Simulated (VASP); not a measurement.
# Cs2SnI6 (Fm-3m) in VASP: notebook

The runs below take Cs2SnI6 through relaxation of cell and atoms, with PBE.

Everything below comes from runs of VASP 6.6.1. Logs are shortened: lines on timing, memory, paths and dates and some standing lists are left out, and cuts for length are marked.

## Step 1: The structure

It takes space group Fm-3m (No. 225, cubic). The conventional cell has a = 11.628 Å, b = 11.628 Å, c = 11.628 Å, α = 90.00°, β = 90.00°, γ = 90.00°. Cs (site symmetry -43m) is surrounded by 12 I at 4.11 Å. Around Sn (site symmetry m-3m) lie 6 I at 2.85 Å. I (site symmetry 4mm) is surrounded by 1 Sn at 2.85 Å.

## Step 2: Relaxation of cell and atoms, PBE

The input, INCAR:

```
SYSTEM = Cs2SnI6
PREC = Accurate
ENCUT = 300
EDIFF = 1E-6
ISMEAR = 0
SIGMA = 0.03
LREAL = .False.
LASPH = .True.
NELM = 80
ALGO = Normal
ISIF = 3
LWAVE = .False.
LCHARG = .False.
GGA = PE
IBRION = 2
NSW = 90
EDIFFG = -0.01
KPAR = 2
```

The input, KPOINTS:

```
Automatic mesh
0
Gamma
  3 3 3
  0 0 0
```

The input, POSCAR:

```
Cs2SnI6
1.0
    0.0000000000      5.8138000000      5.8138000000
    5.8138000000      0.0000000000      5.8138000000
    5.8138000000      5.8138000000      0.0000000000
Cs Sn I
2 1 6
Direct
    0.2500000000      0.2500000000      0.2500000000
    0.7500000000      0.7500000000      0.7500000000
    0.0000000000      0.0000000000      0.0000000000
    0.7546400000      0.2453600000      0.2453600000
    0.2453600000      0.7546400000      0.2453600000
    0.2453600000      0.7546400000      0.7546400000
    0.7546400000      0.2453600000      0.7546400000
    0.2453600000      0.2453600000      0.7546400000
    0.7546400000      0.7546400000      0.2453600000
```

Potentials or basis: VASP PAW PBE potentials, release 64 (Cs_sv, Sn, I).

Command:

```
cat potpaw_PBE.64/Cs_sv/POTCAR potpaw_PBE.64/Sn/POTCAR potpaw_PBE.64/I/POTCAR > POTCAR
mpirun -np 2 vasp_std > vasp.out
```

OUTCAR:

```text
SYSTEM = Cs2SnI6
   PREC = Accurate
   ENCUT = 300
   EDIFF = 1E-6
   ISMEAR = 0
   LREAL = .False.
   LASPH = .True.
   NELM = 80
   ISIF = 3
   GGA = PE
   IBRION = 2
   NSW = 90
   EDIFFG = -0.01

 ion  position               nearest neighbor table
   1  0.250  0.250  0.250-
   2  0.750  0.750  0.750-
   3  0.000  0.000  0.000-   4 2.85   5 2.85   6 2.85   7 2.85   8 2.85   9 2.85
   4  0.755  0.245  0.245-   3 2.85
   5  0.245  0.755  0.245-   3 2.85
   6  0.245  0.755  0.755-   3 2.85
   7  0.755  0.245  0.755-   3 2.85
   8  0.245  0.245  0.755-   3 2.85
   9  0.755  0.755  0.245-   3 2.85

  LATTYP: Found a face centered cubic cell.
 ALAT       =    11.6276000000

  Lattice vectors:

 A1 = (   0.0000000000,   5.8138000000,   5.8138000000)
 A2 = (   5.8138000000,   0.0000000000,   5.8138000000)
 A3 = (   5.8138000000,   5.8138000000,   0.0000000000)

Analysis of symmetry for initial positions (statically):
=====================================================================
 Subroutine PRICEL returns:
 Original cell was already a primitive cell.

 Routine SETGRP: Setting up the symmetry group for a
 face centered cubic supercell.

 Subroutine GETGRP returns: Found 48 space group operations
 (whereof 48 operations were pure point group operations)
 out of a pool of 48 trial point group operations.

The static configuration has the point symmetry O_h .

Analysis of symmetry for dynamics (positions and initial velocities):
=====================================================================
 Subroutine PRICEL returns:
 Original cell was already a primitive cell.

 Routine SETGRP: Setting up the symmetry group for a
 face centered cubic supercell.

 Subroutine GETGRP returns: Found 48 space group operations
 (whereof 48 operations were pure point group operations)
 out of a pool of 48 trial point group operations.

The dynamic configuration has the point symmetry O_h .

 Subroutine INISYM returns: Found 48 space group operations
 (whereof 48 operations are pure point group operations),
 and found     1 'primitive' translations

----------------------------------------------------------------------------------------

                                     Primitive cell

  volume of cell :     393.0160

  direct lattice vectors                    reciprocal lattice vectors
[... 84 lines left out ...]
   IBRION =      2    ionic relax: 0-MD 1-quasi-New 2-CG
   NFREE  =      1    steps in history (QN), initial steepest desc. (CG)
   ISIF   =      3    stress and relaxation
   ISYM   =      2    0-nonsym 1-usesym 2-fastsym
   POTIM  = 0.5000    time-step for ionic-motion
   TEBEG  =    0.0;   TEEND  =   0.0 temperature during run
   PSTRESS=    0.0 pullay stress
   NELECT =      64.0000    total number of electrons
   NUPDOWN=      -1.0000    fix difference up-down
   EMIN   =  10.00;   EMAX   =-10.00  energy-range for DOS
   EFERMI =   0.00;   METHOD = LEGACY
   ISMEAR =     0;   SIGMA  =   0.03  broadening in eV -4-tet -1-fermi 0-gaus
   EFERMI_NEDOS =   21; number of points for ismear=-14 and -15
   IALGO  =     38    algorithm
   IMIX   =      4    mixing-type and parameters
     AMIX     =   0.40;   BMIX     =  1.00
     AMIX_MAG =   1.60;   BMIX_MAG =  1.00
  volume/ion in A,a.u.               =      43.67       294.69
  Fermi-wavevector in a.u.,A,eV,Ry     =   0.893987  1.689391 10.873960  0.799213
  Thomas-Fermi vector in A             =   2.016135
   LORBIT       =      0    0 simple, 1 ext, 2 COOP (PROOUT), +10 PAW based schemes
   GGA     = PE    functional components
   LHFCALC =     F    Hartree Fock is set to
   AEXX    =    0.0000 exact exchange contribution
   IVDW    =     0    specifies the selected vdW correction
   LEPSILON=     F    determine dielectric tensor
   LRPA    =     F    only Hartree local field effects (RPA)
 conjugate gradient relaxation of ions
 non-spin polarized calculation
 Gauss-broadening in eV      SIGMA  =   0.03
  energy-cutoff  :      300.00
  volume of cell :      393.02
 maximum number of plane-waves:      4648
 NGX is ok and might be reduce to    48
   NGX = 23   NGY = 23   NGZ = 23

--------------------------------------- Ionic step        1  -------------------------------------------

 number of electron      63.9999996 magnetization

 Free energy of the ion-electron system (eV)
  ---------------------------------------------------
  ext. energy  EPLUGINS =         0.00000000
  ---------------------------------------------------
  free energy    TOTEN  =       -22.83176511 eV

  energy without entropy =      -22.83176248  energy(sigma->0) =      -22.83176380

------------------------ aborting loop because EDIFF is reached ----------------------------------------

  FORCE on cell =-STRESS in cart. coord.  units (eV):
  Direction    XX          YY          ZZ          XY          YZ          ZX
  --------------------------------------------------------------------------------------
  -------------------------------------------------------------------------------------
  Total        3.7879651      3.7879651      3.7879651      0.0000000      0.0000000     -0.0000000
  in kB       15.4420977     15.4420977     15.4420977      0.0000000      0.0000000     -0.0000000
  external PRESSURE =      15.4420977 kB  Pullay stress =       0.0000000 kB
[... 110 lines left out ...]
  FREE ENERGIE OF THE ION-ELECTRON SYSTEM (eV)
  ---------------------------------------------------
  free  energy   TOTEN  =       -22.9555128170 eV

  energy  without entropy=      -22.9535463356  energy(sigma->0) =      -22.95452958

[... ionic steps 4 to 9 ...]

--------------------------------------- Ionic step       10  -------------------------------------------

 number of electron      64.0000003 magnetization

------------------------ aborting loop because EDIFF is reached ----------------------------------------
[... 81 lines left out ...]
--------------------------------------- Ionic step       12  -------------------------------------------

 number of electron      64.0000002 magnetization

 Free energy of the ion-electron system (eV)
  ---------------------------------------------------
  ext. energy  EPLUGINS =         0.00000000
  ---------------------------------------------------
  free energy    TOTEN  =       -22.98735642 eV

  energy without entropy =      -22.98735642  energy(sigma->0) =      -22.98735642

 E-fermi :   1.0701     XC(G=0):  -7.4794

 val. band max:        0.9356347801   @ k =   0.0000   0.0000   0.0000
 cond. band min:       1.2030485076   @ k =   0.0000   0.0000   0.0000
 fundamental gap:      0.2674137274
 Fermi energy:         1.0700958573

 k-point     1 :       0.0000    0.0000    0.0000
  band No.  band energies     occupation
      1     -19.5561      2.00000
      2     -19.5541      2.00000
      3     -10.9757      2.00000
      4     -10.3051      2.00000
      5     -10.3051      2.00000
      6     -10.3051      2.00000
[... 189 lines left out ...]
  FREE ENERGIE OF THE ION-ELECTRON SYSTEM (eV)
  ---------------------------------------------------
  free  energy   TOTEN  =       -22.9873564220 eV

  energy  without entropy=      -22.9873564219  energy(sigma->0) =      -22.98735642

 reached required accuracy - stopping structural energy minimisation
```

CONTCAR:

```text
Cs2SnI6
   1.00000000000000
    -0.0000000000000000    6.0201316242992320    6.0201316242992320
     6.0201316242992320   -0.0000000000000000    6.0201316242992320
     6.0201316242992320    6.0201316242992320   -0.0000000000000000
  Cs              Sn              I
     2     1     6
Direct
     0.2500000000000000    0.2500000000000000    0.2500000000000000
     0.7500000000000000    0.7500000000000000    0.7500000000000000
     0.0000000000000000    0.0000000000000000    0.0000000000000000
     0.7585347284912743    0.2414652715087257    0.2414652715087257
     0.2414652715087257    0.7585347284912743    0.2414652715087257
     0.2414652715087257    0.7585347284912743    0.7585347284912743
     0.7585347284912743    0.2414652715087257    0.7585347284912743
     0.2414652715087257    0.2414652715087257    0.7585347284912743
     0.7585347284912743    0.7585347284912743    0.2414652715087257

  0.00000000E+00  0.00000000E+00  0.00000000E+00
  0.00000000E+00  0.00000000E+00  0.00000000E+00
  0.00000000E+00  0.00000000E+00  0.00000000E+00
  0.00000000E+00  0.00000000E+00  0.00000000E+00
  0.00000000E+00  0.00000000E+00  0.00000000E+00
  0.00000000E+00  0.00000000E+00  0.00000000E+00
  0.00000000E+00  0.00000000E+00  0.00000000E+00
  0.00000000E+00  0.00000000E+00  0.00000000E+00
  0.00000000E+00  0.00000000E+00  0.00000000E+00
```

Wall time 2.4 min (2 MPI ranks of AMD EPYC 7R13 (Zen 3), shared host); peak memory 0.31 GiB.

Results:

- Free energy: -22.9874 eV
- Relaxed volume: 48.48 Å³/atom
- Relaxed cell: a = 8.514 Å, b = 8.514 Å, c = 8.514 Å, α = 60.00°, β = 60.00°, γ = 60.00°
- Space group after relaxing (to 0.05 Å): Fm-3m (No. 225)
- Energy gained by relaxing: 17.3 meV/atom
- Ionic steps: 12
- Pressure after relaxing: 0.0 GPa
- Largest force after relaxing: 0.005 eV/Å
- Band gap on the k mesh: 0.27 eV, direct

Forces in eV/Å, atoms in the order of the input:
```
Cs   0.000  0.000  0.000
Cs   0.000  0.000  0.000
Sn   0.000  0.000  0.000
I   -0.005  0.000  0.000
I    0.000 -0.005  0.000
I    0.005  0.000  0.000
I    0.000  0.005  0.000
I    0.000  0.000 -0.005
I    0.000  0.000  0.005
```

Step by step:
```csv
step,energy change (eV),largest force (eV/Å),pressure (GPa),volume (Å³)
1,0.0000,0.2520,1.54,393.02
2,-0.1234,0.1238,0.13,417.45
3,-0.1237,0.1400,0.06,418.97
4,-0.1298,0.1365,0.05,420.74
5,-0.1448,0.0926,0.03,426.09
6,-0.1554,0.0224,0.05,436.92
7,-0.1555,0.0137,0.04,436.08
8,-0.1555,0.0100,0.03,435.73
9,-0.1528,0.0403,0.03,430.89
10,-0.1555,0.0066,0.04,435.39
11,-0.1554,0.0218,-0.05,437.67
12,-0.1556,0.0054,0.00,436.36
```

Final structure:
```
Cs Sn I
1.0
     0.00000    6.02013    6.02013
     6.02013    0.00000    6.02013
     6.02013    6.02013    0.00000
Cs Sn I
2 1 6
Direct
  0.25000 0.25000 0.25000
  0.75000 0.75000 0.75000
  0.00000 0.00000 0.00000
  0.75853 0.24147 0.24147
  0.24147 0.75853 0.24147
  0.24147 0.75853 0.75853
  0.75853 0.24147 0.75853
  0.24147 0.24147 0.75853
  0.75853 0.75853 0.24147
```

Caveat: spin-orbit coupling is left out, which moves the levels of the heavy elements; the volume moved by +11 % from the deposited cell, more than functionals usually miss.

## Step 3: Relaxation of cell and atoms, PBE

This run uses another cell than the first one, of 48.48 Å³/atom, 1.110 times its volume.

INCAR, as its differences from that of step 2:

```diff
@@ -3,3 +3,3 @@
 ENCUT = 300
-EDIFF = 1E-6
+EDIFF = 1E-7
 ISMEAR = 0
@@ -16,3 +16,3 @@
 NSW = 90
-EDIFFG = -0.01
+EDIFFG = -0.005
 KPAR = 2
```

KPOINTS is that of step 2.

The input, POSCAR:

```
Cs2SnI6                                 
1.0
   -0.0000000000      6.0201316243      6.0201316243
    6.0201316243     -0.0000000000      6.0201316243
    6.0201316243      6.0201316243     -0.0000000000
  Cs              Sn              I             
     2     1     6
Direct
     0.2500000000000000    0.2500000000000000    0.2500000000000000
     0.7500000000000000    0.7500000000000000    0.7500000000000000
     0.0000000000000000    0.0000000000000000    0.0000000000000000
     0.7585347284912743    0.2414652715087257    0.2414652715087257
     0.2414652715087257    0.7585347284912743    0.2414652715087257
     0.2414652715087257    0.7585347284912743    0.7585347284912743
     0.7585347284912743    0.2414652715087257    0.7585347284912743
     0.2414652715087257    0.2414652715087257    0.7585347284912743
     0.7585347284912743    0.7585347284912743    0.2414652715087257
```

Potentials or basis: VASP PAW PBE potentials, release 64 (Cs_sv, Sn, I).

Command:

```
cat potpaw_PBE.64/Cs_sv/POTCAR potpaw_PBE.64/Sn/POTCAR potpaw_PBE.64/I/POTCAR > POTCAR
mpirun -np 2 vasp_std > vasp.out
```

Wall time 31 s (2 MPI ranks of AMD EPYC 7R13 (Zen 3), shared host); peak memory 0.31 GiB.

The run converged. Its results:

```yaml
Free_energy: -22.9934 eV
Energy_gained_by_relaxing: 0.0 meV/atom
Ionic_steps: 2
Pressure_after_relaxing: 0.0 GPa
Largest_force_after_relaxing: 0.004 eV/Å
Band_gap_on_the_k_mesh: 0.27 eV, direct
```

Forces on the atoms (eV/Å):
```
Cs   0.000  0.000  0.000
Cs   0.000  0.000  0.000
Sn   0.000  0.000  0.000
I   -0.004  0.000  0.000
I    0.000 -0.004  0.000
I    0.004  0.000  0.000
I    0.000  0.004  0.000
I    0.000  0.000 -0.004
I    0.000  0.000  0.004
```

Final structure:
```
Cs Sn I
1.0
     0.00000    6.02004    6.02004
     6.02004    0.00000    6.02004
     6.02004    6.02004    0.00000
Cs Sn I
2 1 6
Direct
  0.25000 0.25000 0.25000
  0.75000 0.75000 0.75000
  0.00000 0.00000 0.00000
  0.75856 0.24144 0.24144
  0.24144 0.75856 0.24144
  0.24144 0.75856 0.75856
  0.75856 0.24144 0.75856
  0.24144 0.24144 0.75856
  0.75856 0.75856 0.24144
```

Levels at points of the mesh, in eV from the valence-band top:
```tsv
k point	band 28	band 29	band 30	band 31	band 32	band 33	band 34	band 35	band 36	band 37
(0.00, 0.00, 0.00)	-0.44	-0.44	0.00	0.00	0.00	0.27	4.03	4.03	4.03	4.03
```

Caveat: spin-orbit coupling is left out, which moves the levels of the heavy elements. A hybrid or GW would open this gap; PBE tends to underestimate it.
